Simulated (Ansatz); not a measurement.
Input of an Ansatz 0.2.0 run:

input.yaml

```yaml
crystal:
  lattice:
    - [4.26, 0.0, 0.0]
    - [0.0, 4.26, 0.0]
    - [0.0, 0.0, 4.26]
  atoms:
    - { symbol: Cu, position: [0.75, 0.25, 0.75] }
    - { symbol: Cu, position: [0.75, 0.75, 0.25] }
    - { symbol: Cu, position: [0.25, 0.75, 0.75] }
    - { symbol: Cu, position: [0.25, 0.25, 0.25] }
    - { symbol: O, position: [0.5, 0.5, 0.5] }
    - { symbol: O, position: [0.0, 0.0, 0.0] }
hamiltonian:
  xc: mr2scan
  pseudopotentials: { kind: paw }
kpoints:
  mp_grid: { grid: [6, 6, 6] }
  band_path:
    path:
      - [[0.0, 0.0, 0.0], [0.0, 0.5, 0.0], [0.5, 0.5, 0.0], [0.0, 0.0, 0.0], [0.5, 0.5, 0.5], [0.0, 0.5, 0.0]]
      - [[0.5, 0.5, 0.0], [0.5, 0.5, 0.5]]
    npoints: 14
scf:
  occupations: { method: fermi_dirac, width: 0.05 }
  n_extra_bands: 15
output:
  forces: true
  stress: true
  eigenvalues: true
  fatbands: false
  write_density: true
  write_potential: true
  elf: true
  volumetric_format: npy
```

Potentials or basis: Ansatz PAW.

Command:

```console
$ ansatz run input.yaml --threads 2 --pin off --max-ram 5120MiB --backend cpu --events-out ev --progress --plain --runs-dir out
```

Task: Estimate the pressure.

Result: -1.2 GPa.

Task: Predict the band gap along the path.

Result: 0.77 eV, direct.

Levels at the corners of the path, in eV from the valence-band top:
| point | band 41 | band 42 | band 43 | band 44 | band 45 | band 46 | band 47 | band 48 |
| --- | --- | --- | --- | --- | --- | --- | --- | --- |
| Γ | -1.64 | 0.00 | 0.00 | 0.00 | 0.77 | 1.48 | 1.48 | 8.43 |
| X | -1.29 | -1.29 | -0.37 | -0.37 | 2.51 | 2.51 | 4.51 | 4.51 |
| M | -1.30 | -1.30 | -0.65 | -0.65 | 2.19 | 2.19 | 4.14 | 4.14 |
| Γ | -1.64 | 0.00 | 0.00 | 0.00 | 0.77 | 1.48 | 1.48 | 8.43 |
| R | -0.91 | -0.60 | -0.60 | -0.60 | 2.71 | 2.71 | 2.71 | 5.24 |
| X | -1.29 | -1.29 | -0.37 | -0.37 | 2.51 | 2.51 | 4.51 | 4.51 |
| M | -1.30 | -1.30 | -0.65 | -0.65 | 2.19 | 2.19 | 4.14 | 4.14 |
| R | -0.91 | -0.60 | -0.60 | -0.60 | 2.71 | 2.71 | 2.71 | 5.24 |

Caveat: the PAW data sets come from PBE, with cores solved anew for the run's functional, which leaves a small shift of forces and pressure.

**The experiment to reproduce.**

From “Importance of surface oxygen vacancies for ultrafast hot carrier relaxation and transport in Cu2O”, 2021, arxiv:2103.03167, for a bulk crystal of Cu2O: band gap 2.17 eV (direct).

Against the measured gap of Cu2O, 2.17 eV (direct; quoted in “Importance of surface oxygen vacancies for ultrafast hot carrier relaxation and transport in Cu2O”, 2021, arxiv:2103.03167), the calculated 0.77 eV is off by -1.40 eV. So large a miss can be the level of theory's own, or it may mean another phase, state or a wrong row. The value is that of m-r2SCAN, without temperature or zero-point motion.
